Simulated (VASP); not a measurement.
# TiB2 (P6/mmm) in VASP: density of states with PBE

Aim: the density of states of TiB2 with PBE.

All numbers are computed with VASP 6.6.1; they aren't measurements. Logs are shortened: lines on timing, memory, paths and dates and some standing lists are left out, and cuts for length are marked.

### 1 The crystal as given

Symmetry: P6/mmm, No. 191, hexagonal system. The conventional cell has a = 3.033 Å, b = 3.033 Å, c = 3.225 Å, α = 90.00°, β = 90.00°, γ = 120.00°. Ti (site symmetry 6/mmm) has 12 B at 2.38 Å as nearest neighbours. B (site symmetry -6m2) has 3 B at 1.75 Å as nearest neighbours.

### 2 Density of states, PBE

POSCAR reads:

```
TiB2                                    
1.0
    3.0327495693      0.0000000000      0.0000000000
   -1.5163747846      2.6264381672      0.0000000000
    0.0000000000      0.0000000000      3.2246589888
  Ti              B             
     1     2
Direct
     0.0000000000000000    0.0000000000000000    0.0000000000000000
     0.3333333300000021    0.6666666699999979    0.5000000000000000
     0.6666666699999979    0.3333333300000021    0.5000000000000000
```

INCAR.step1 reads:

```
SYSTEM = TiB2
PREC     = Accurate       ! precision mode
ENCUT    = 520            ! plane-wave cutoff, eV
EDIFF    = 1E-7           ! SCF threshold, eV
ISMEAR   = 0              ! smearing method
SIGMA    = 0.1            ! smearing width, eV
LREAL    = .FALSE.        ! projectors in reciprocal space
LASPH    = .TRUE.         ! aspherical terms in the spheres
NELM     = 80             ! most SCF steps
ALGO     = Normal         ! electronic algorithm
ISIF     = 2              ! what is computed and relaxed
LWAVE    = .FALSE.        ! write WAVECAR
LCHARG   = .TRUE.         ! write CHGCAR
LMAXMIX  = 4              ! l up to which the mixer works
GGA      = PE             ! functional
NBANDS   = 16             ! bands
```

KPOINTS.step1 reads:

```
Automatic mesh
0
G
  15 15 14
  0 0 0
```

INCAR.step2 reads:

```
SYSTEM = TiB2
PREC     = Accurate       ! precision mode
ENCUT    = 520            ! plane-wave cutoff, eV
EDIFF    = 1E-7           ! SCF threshold, eV
ISMEAR   = -5             ! smearing method
SIGMA    = 0.1            ! smearing width, eV
LREAL    = .FALSE.        ! projectors in reciprocal space
LASPH    = .TRUE.         ! aspherical terms in the spheres
NELM     = 80             ! most SCF steps
ALGO     = Normal         ! electronic algorithm
ISIF     = 2              ! what is computed and relaxed
LWAVE    = .FALSE.        ! write WAVECAR
LCHARG   = .FALSE.        ! write CHGCAR
LMAXMIX  = 4              ! l up to which the mixer works
GGA      = PE             ! functional
LORBIT   = 11             ! projections on sites
NBANDS   = 16             ! bands
NEDOS    = 2001           ! points of the DOS
ICHARG   = 11             ! starting density
```

KPOINTS.step2 reads:

```
Automatic mesh
0
G
  23 23 21
  0 0 0
```

Potentials or basis: VASP PAW PBE potentials, release 64 (Ti_sv, B).

On the command line:

```sh
cat potpaw_PBE.64/Ti_sv/POTCAR potpaw_PBE.64/B/POTCAR > POTCAR
cp INCAR.step1 INCAR
cp KPOINTS.step1 KPOINTS
mpirun -np 1 vasp_std > vasp.out
cp INCAR.step2 INCAR
cp KPOINTS.step2 KPOINTS
mpirun -np 1 vasp_std > vasp.out
```

OUTCAR:

```text
SYSTEM = TiB2
   PREC = Accurate
   ENCUT = 520
   EDIFF = 1E-7
   ISMEAR = -5
   LREAL = .FALSE.
   LASPH = .TRUE.
   NELM = 80
   ISIF = 2
   GGA = PE
   LORBIT = 11
   ICHARG = 11

 ion  position               nearest neighbor table
   1  0.000  0.000  0.000-   2 2.38   3 2.38   2 2.38   3 2.38   2 2.38   2 2.38   3 2.38   3 2.38
                             3 2.38   3 2.38   2 2.38   2 2.38
   2  0.333  0.667  0.500-   3 1.75   3 1.75   3 1.75   1 2.38   1 2.38   1 2.38   1 2.38   1 2.38
                             1 2.38
   3  0.667  0.333  0.500-   2 1.75   2 1.75   2 1.75   1 2.38   1 2.38   1 2.38   1 2.38   1 2.38
                             1 2.38

  LATTYP: Found a hexagonal cell.
 ALAT       =     3.0327495693
 C/A-ratio  =     1.0632790196

  Lattice vectors:

 A1 = (   3.0327495693,   0.0000000000,   0.0000000000)
 A2 = (  -1.5163747846,   2.6264381672,   0.0000000000)
 A3 = (   0.0000000000,   0.0000000000,   3.2246589888)

Analysis of symmetry for initial positions (statically):
=====================================================================
 Subroutine PRICEL returns:
 Original cell was already a primitive cell.

 Routine SETGRP: Setting up the symmetry group for a
 hexagonal supercell.

 Subroutine GETGRP returns: Found 24 space group operations
 (whereof 24 operations were pure point group operations)
 out of a pool of 24 trial point group operations.

The static configuration has the point symmetry D_6h.

Analysis of symmetry for dynamics (positions and initial velocities):
=====================================================================
 Subroutine PRICEL returns:
 Original cell was already a primitive cell.

 Routine SETGRP: Setting up the symmetry group for a
 hexagonal supercell.

 Subroutine GETGRP returns: Found 24 space group operations
 (whereof 24 operations were pure point group operations)
 out of a pool of 24 trial point group operations.

The dynamic configuration has the point symmetry D_6h.

 Subroutine INISYM returns: Found 24 space group operations
 (whereof 24 operations are pure point group operations),
 and found     1 'primitive' translations

----------------------------------------------------------------------------------------

                                     Primitive cell

  volume of cell :      25.6855

  direct lattice vectors                    reciprocal lattice vectors
     3.032749569  0.000000000  0.000000000     0.329733787  0.190371891  0.000000000
    -1.516374785  2.626438167  0.000000000     0.000000000  0.380743782  0.000000000
     0.000000000  0.000000000  3.224658989     0.000000000  0.000000000  0.310110310

  length of vectors
     3.032749569  3.032749567  3.224658989     0.380743781  0.380743782  0.310110310

  position of ions in fractional coordinates (direct lattice)
     0.000000000  0.000000000  0.000000000
     0.333333330  0.666666670  0.500000000
     0.666666670  0.333333330  0.500000000

  ion indices of the primitive-cell ions
   primitive index   ion index
                 1           1
                 2           2
                 3           3

----------------------------------------------------------------------------------------

 KPOINTS: Automatic mesh

Automatic generation of k-mesh.
 Grid dimensions read from file:
 generate k-points for:   23   23   21

 Generating k-lattice:

  Cartesian coordinates                     Fractional coordinates (reciprocal lattice)
     0.014336252  0.008277039  0.000000000     0.043478261  0.000000000  0.000000000
     0.000000000  0.016554077  0.000000000     0.000000000  0.043478261  0.000000000
     0.000000000  0.000000000  0.014767158     0.000000000  0.000000000  0.047619048

  Length of vectors
     0.016554077  0.016554077  0.014767158

  Shift w.r.t. Gamma in fractional coordinates (k-lattice)
     0.000000000  0.000000000  0.000000000

 TETIRR: Found  11086 inequivalent tetrahedra from    66654

 Subroutine IBZKPT returns following result:
 ===========================================

 Found    616 irreducible k-points:

 Following reciprocal coordinates:
            Coordinates               Weight
  0.000000  0.000000  0.000000      1.000000
  0.043478  0.000000  0.000000      6.000000
  0.086957  0.000000  0.000000      6.000000
  0.130435  0.000000  0.000000      6.000000
  0.173913  0.000000  0.000000      6.000000
  0.217391 -0.000000  0.000000      6.000000
[... 16 lines left out ...]
  0.478261  0.043478  0.000000      6.000000
  0.086957  0.086957  0.000000      6.000000
 [... further k-points ...]
   k-points           NKPTS =    616   k-points in BZ     NKDIM =    616   number of bands    NBANDS=     16
   number of dos      NEDOS =   2001   number of ions     NIONS =      3
   total plane-waves  NPLWV =  13824
   dimension x,y,z NGX =    24 NGY =   24 NGZ =   24
   dimension x,y,z NGXF=    48 NGYF=   48 NGZF=   48
   ions per type =               1   2
   NGX,Y,Z   is equivalent  to a cutoff of  13.16, 13.16, 12.37 a.u.
   NGXF,Y,Z  is equivalent  to a cutoff of  26.31, 26.31, 24.75 a.u.
 SYSTEM =  TiB2
   PREC   = accura    normal or accurate (medium, high low for compatibility)
   ISTART =      0    job   : 0-new  1-cont  2-samecut
   ICHARG =     11    charge: 1-file 2-atom 10-const
   ISPIN  =      1    spin polarized calculation?
   LNONCOLLINEAR =      F non collinear calculations
   LSORBIT =      F    spin-orbit coupling
   LASPH  =      T    aspherical Exc in radial PAW
   ENCUT  =  520.0 eV  38.22 Ry    6.18 a.u.   5.64  5.64  6.00*2*pi/ulx,y,z
   NELM   =     80;   NELMIN=  2; NELMDL=  0     # of ELM steps
   EDIFF  = 0.1E-06   stopping-criterion for ELM
   LREAL  =      F    real-space projection
   EDIFFG = 0.1E-05   stopping-criterion for IOM
   NSW    =      0    number of steps for IOM
   IBRION =     -1    ionic relax: 0-MD 1-quasi-New 2-CG
   NFREE  =      0    steps in history (QN), initial steepest desc. (CG)
   ISIF   =      2    stress and relaxation
   ISYM   =      2    0-nonsym 1-usesym 2-fastsym
   POTIM  = 0.5000    time-step for ionic-motion
   TEBEG  =    0.0;   TEEND  =   0.0 temperature during run
   PSTRESS=    0.0 pullay stress
   NELECT =      18.0000    total number of electrons
   NUPDOWN=      -1.0000    fix difference up-down
   EMIN   =  10.00;   EMAX   =-10.00  energy-range for DOS
   EFERMI =   0.00;   METHOD = LEGACY
   ISMEAR =    -5;   SIGMA  =   0.10  broadening in eV -4-tet -1-fermi 0-gaus
   EFERMI_NEDOS =   21; number of points for ismear=-14 and -15
   IALGO  =     38    algorithm
   IMIX   =      4    mixing-type and parameters
     AMIX     =   0.40;   BMIX     =  1.00
     AMIX_MAG =   1.60;   BMIX_MAG =  1.00
  volume/ion in A,a.u.               =       8.56        57.78
  Fermi-wavevector in a.u.,A,eV,Ry     =   1.454130  2.747907 28.769428  2.114493
  Thomas-Fermi vector in A             =   2.571316
   LORBIT       =     11    0 simple, 1 ext, 2 COOP (PROOUT), +10 PAW based schemes
   GGA     = PE    functional components
   LHFCALC =     F    Hartree Fock is set to
   AEXX    =    0.0000 exact exchange contribution
   IVDW    =     0    specifies the selected vdW correction
   LEPSILON=     F    determine dielectric tensor
   LRPA    =     F    only Hartree local field effects (RPA)
 non-spin polarized calculation
 Fermi weights with tetrahedron method with Bloechl corrections
  energy-cutoff  :      520.00
  volume of cell :       25.69
 maximum number of plane-waves:       719
 NGX is ok and might be reduce to    24

 number of electron      18.0000001 magnetization

 Free energy of the ion-electron system (eV)
  ---------------------------------------------------
  ext. energy  EPLUGINS =         0.00000000
  ---------------------------------------------------
  free energy    TOTEN  =       -24.42924721 eV

  energy without entropy =      -24.42924721  energy(sigma->0) =      -24.42924721

 E-fermi :  10.0638     XC(G=0): -12.7636

 val. band max:       10.0973357684   @ k =   0.0435   0.0000   0.2381
 cond. band min:       9.9742813275   @ k =   0.1304   0.1304   0.2381
 fundamental gap:     -0.1230544409
 Fermi energy:        10.0637777356

 k-point     1 :       0.0000    0.0000    0.0000
  band No.  band energies     occupation
      1     -46.9705      2.00000
      2     -23.3220      2.00000
      3     -23.0090      2.00000
      4     -23.0090      2.00000
      5      -3.5122      2.00000
      6       7.3726      2.00000
[... 8 lines left out ...]
     15      15.7297      0.00000
     16      16.8589      0.00000

 k-point     2 :       0.0435    0.0000    0.0000
  band No.  band energies     occupation
      1     -46.9695      2.00000
      2     -23.3207      2.00000
      3     -23.0166      2.00000
      4     -23.0107      2.00000
      5      -3.4758      2.00000
      6       7.2650      2.00000
[... 8 lines left out ...]
     15      15.9804      0.00000
     16      16.9724      0.00000

 k-point     3 :       0.0870    0.0000    0.0000
  band No.  band energies     occupation
      1     -46.9666      2.00000
      2     -23.3170      2.00000
      3     -23.0389      2.00000
      4     -23.0158      2.00000
      5      -3.3670      2.00000
      6       6.9556      2.00000
[... 8 lines left out ...]
     15      16.5908      0.00000
     16      17.3228      0.00000

 k-point     4 :       0.1304    0.0000    0.0000
  band No.  band energies     occupation
      1     -46.9620      2.00000
      2     -23.3111      2.00000
      3     -23.0740      2.00000
      4     -23.0237      2.00000
      5      -3.1876      2.00000
      6       6.4840      2.00000
[... 8 lines left out ...]
     15      17.3946      0.00000
     16      17.9024      0.00000
[... 324 lines left out ...]
 k-point    22 :       0.4348    0.0435    0.0000
  band No.  band energies     occupation
      1     -46.9175      2.00000
      2     -23.3993      2.00000
      3     -23.2546      2.00000
      4     -23.1044      2.00000
      5       0.0760      2.00000
      6       1.3679      2.00000
[... 8 lines left out ...]
     15      17.5166      0.00000
     16      18.3234      0.00000

 k-point    23 :       0.4783    0.0435    0.0000
  band No.  band energies     occupation
      1     -46.9165      2.00000
      2     -23.4063      2.00000
      3     -23.2533      2.00000
      4     -23.1061      2.00000
      5       0.6510      2.00000
      6       0.7614      2.00000
[... 8 lines left out ...]
     15      17.5229      0.00000
     16      18.2495      0.00000

 k-point    24 :       0.0870    0.0870    0.0000
  band No.  band energies     occupation
      1     -46.9594      2.00000
      2     -23.3078      2.00000
      3     -23.0924      2.00000
      4     -23.0300      2.00000
      5      -3.0810      2.00000
      6       6.2918      2.00000
[... 8 lines left out ...]
     15      17.3490      0.00000
     16      18.4063      0.00000

 [... further k-points ...]

------------------------ aborting loop because EDIFF is reached ----------------------------------------

  FORCE on cell =-STRESS in cart. coord.  units (eV):
  Direction    XX          YY          ZZ          XY          YZ          ZX
  --------------------------------------------------------------------------------------
  -------------------------------------------------------------------------------------
  Total        0.0369867      0.0369867      0.0148549      0.0000000     -0.0000000     -0.0000000
  in kB        2.3071129      2.3071129      0.9265996      0.0000000     -0.0000000     -0.0000000
  external PRESSURE =       1.8469418 kB  Pullay stress =       0.0000000 kB

 VOLUME and BASIS-vectors are now :
 -----------------------------------------------------------------------------
  energy-cutoff  :      520.00
  volume of cell :       25.69
      direct lattice vectors                 reciprocal lattice vectors
     3.032749569  0.000000000  0.000000000     0.329733787  0.190371891  0.000000000
    -1.516374785  2.626438167  0.000000000     0.000000000  0.380743782  0.000000000
     0.000000000  0.000000000  3.224658989     0.000000000  0.000000000  0.310110310

 POSITION                                       TOTAL-FORCE (eV/Angst)
 -----------------------------------------------------------------------------------
      0.00000      0.00000      0.00000        -0.000000      0.000000      0.000000
     -0.00000      1.75096      1.61233        -0.000000      0.000000      0.000000
      1.51637      0.87548      1.61233         0.000000     -0.000000     -0.000000
 -----------------------------------------------------------------------------------
    total drift:                               -0.000000     -0.000000     -0.000000

  FREE ENERGIE OF THE ION-ELECTRON SYSTEM (eV)
  ---------------------------------------------------
  free  energy   TOTEN  =       -24.4292472115 eV

  energy  without entropy=      -24.4292472115  energy(sigma->0) =      -24.42924721

 total charge

# of ion       s       p       d       tot
------------------------------------------
    1        2.176   6.209   2.033  10.418
    2        0.686   1.323   0.000   2.009
    3        0.686   1.323   0.000   2.009
--------------------------------------------------
tot          3.549   8.854   2.033  14.437
```

It took 76 s on 1 thread of Intel Xeon 6975P-C (Granite Rapids), shared host; peak memory 0.36 GiB.

What came out:

```yaml
Valence_electrons_inside_the_program's_atomic_spheres: Ti 10.42; B 2.01
```

Levels at points of the mesh, in eV from the Fermi level:
```csv
k point,band 5,band 6,band 7,band 8,band 9,band 10,band 11,band 12,band 13,band 14
"(0.00, 0.00, 0.00)",-13.58,-2.69,-2.69,-2.38,-2.18,1.81,1.81,3.58,3.58,5.67
```

States per cell in windows of 1 eV (zero at the Fermi level; states under -8 eV left out):
```csv
from (eV),total,Ti1_d,B2_p,B3_p,B2_s,B3_s,Ti1_p
-8.0,0.60,0.05,0.08,0.08,0.07,0.07,0.02
-7.0,0.62,0.06,0.10,0.10,0.04,0.04,0.02
-6.0,0.91,0.10,0.18,0.18,0.03,0.03,0.03
-5.0,1.24,0.18,0.25,0.25,0.02,0.02,0.05
-4.0,1.89,0.41,0.34,0.34,0.01,0.01,0.09
-3.0,1.14,0.41,0.16,0.16,0.00,0.00,0.03
-2.0,0.88,0.47,0.07,0.07,0.00,0.00,0.01
-1.0,0.39,0.24,0.02,0.02,0.00,0.00,0.00
0.0,0.76,0.53,0.04,0.04,0.00,0.00,0.00
1.0,1.72,1.25,0.08,0.08,0.01,0.01,0.01
2.0,2.81,2.24,0.11,0.11,0.02,0.02,0.01
3.0,1.52,1.05,0.10,0.10,0.03,0.03,0.02
4.0,1.03,0.66,0.07,0.07,0.03,0.03,0.01
5.0,0.82,0.38,0.08,0.08,0.02,0.02,0.03
6.0,1.15,0.34,0.19,0.19,0.03,0.03,0.03
7.0,1.24,0.24,0.15,0.15,0.08,0.08,0.04
```

Caveat: tetrahedron occupations give inexact forces and stress in metals.
